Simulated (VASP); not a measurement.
## Na16S7 (a cell with a defect): electric field gradients with PBE

Crystal: Na16S7 (a cell with a defect).

```
Na S
1.0
     0.00000    6.54700    6.54700
     6.54700    0.00000    6.54700
     6.54700    6.54700    0.00000
Na S
16 7
Direct
  0.12500 0.12500 0.12500
  0.12500 0.12500 0.62500
  0.12500 0.62500 0.12500
  0.12500 0.62500 0.62500
  0.62500 0.12500 0.12500
  0.62500 0.12500 0.62500
  0.62500 0.62500 0.12500
  0.62500 0.62500 0.62500
  0.37500 0.37500 0.37500
  0.37500 0.37500 0.87500
  0.37500 0.87500 0.37500
  0.37500 0.87500 0.87500
  0.87500 0.37500 0.37500
  0.87500 0.37500 0.87500
  0.87500 0.87500 0.37500
  0.87500 0.87500 0.87500
  0.00000 0.00000 0.50000
  0.00000 0.50000 0.00000
  0.00000 0.50000 0.50000
  0.50000 0.00000 0.00000
  0.50000 0.00000 0.50000
  0.50000 0.50000 0.00000
  0.50000 0.50000 0.50000
```

The cell isn't the ideal one: S vacancy, charge +2, host positions.

```yaml
Program: VASP 6.6.1
Task: electric field gradients
Functional: PBE
Potentials_or_basis: VASP PAW PBE potentials, release 64 (Na_pv, S)
Cutoff: 520 eV
k_mesh: 3 × 3 × 3
Occupations: fermi-dirac, width 0.01 eV
Spin: no spin polarisation
Dipole_correction: no
Charge: 2
Further_INCAR_settings: LREAL = Auto; ALGO = Fast; EDIFF = 1e-08; NBANDS = 94; NELECT = 152.0
```

```yaml
Largest_force: 0.873 eV/Å
Band_gap_on_the_k_mesh: none (metal or under the smearing width)
```

Forces on the atoms (eV/Å):
```
Na   0.504  0.504  0.504
Na  -0.504 -0.504  0.504
Na  -0.504  0.504 -0.504
Na  -0.074  0.074  0.074
Na   0.504 -0.504 -0.504
Na   0.074 -0.074  0.074
Na   0.074  0.074 -0.074
Na  -0.074 -0.074 -0.074
Na   0.074  0.074  0.074
Na  -0.074 -0.074  0.074
Na  -0.074  0.074 -0.074
Na  -0.504  0.504  0.504
Na   0.074 -0.074 -0.074
Na   0.504 -0.504  0.504
Na   0.504  0.504 -0.504
Na  -0.504 -0.504 -0.504
S    0.000  0.000  0.000
S    0.000  0.000  0.000
S    0.000  0.000  0.000
S    0.000  0.000  0.000
S    0.000  0.000  0.000
S    0.000  0.000  0.000
S    0.000  0.000  0.000
```

Levels at points of the mesh, in eV from the Fermi level:
| k point | band 74 | band 75 | band 76 | band 77 | band 78 | band 79 |
| --- | --- | --- | --- | --- | --- | --- |
| (0.00, 0.00, 0.00) | -0.27 | -0.01 | -0.01 | -0.01 | 3.06 | 3.42 |

Electric field gradients, principal values (V/Å²):
| atom | Vxx | Vyy | Vzz |
| --- | --- | --- | --- |
| 1 Na | -9.477 | -9.477 | 18.953 |
| 2 Na | -9.477 | -9.485 | 18.961 |
| 3 Na | -9.477 | -9.485 | 18.961 |
| 4 Na | 0.631 | 0.639 | -1.269 |
| 5 Na | -9.477 | -9.485 | 18.961 |
| 6 Na | 0.631 | 0.639 | -1.269 |
| 7 Na | 0.631 | 0.639 | -1.269 |
| 8 Na | 0.639 | 0.639 | -1.277 |
| 9 Na | 0.639 | 0.639 | -1.277 |
| 10 Na | 0.631 | 0.639 | -1.269 |
| 11 Na | 0.631 | 0.639 | -1.269 |
| 12 Na | -9.477 | -9.485 | 18.961 |
| 13 Na | 0.631 | 0.639 | -1.269 |
| 14 Na | -9.477 | -9.485 | 18.961 |
| 15 Na | -9.477 | -9.485 | 18.961 |
| 16 Na | -9.477 | -9.477 | 18.953 |
| 17 S | -29.326 | -29.580 | 58.906 |
| 18 S | -29.326 | -29.580 | 58.906 |
| 19 S | -29.326 | -29.581 | 58.907 |
| 20 S | -29.326 | -29.580 | 58.906 |
| 21 S | -29.326 | -29.581 | 58.907 |
| 22 S | -29.326 | -29.581 | 58.907 |
| 23 S | -0.001 | 0.001 | 0.001 |

Wall time 10 min on 1 thread of Intel(R) Xeon(R) Platinum 8488C (Sapphire Rapids), with other jobs on the host, peak memory 0.74 GiB.

Caveat: the cell carries a net charge on a neutralising background, which shifts energy and pressure; the cell is charged against a uniform background, so pressure and absolute levels hang on convention.
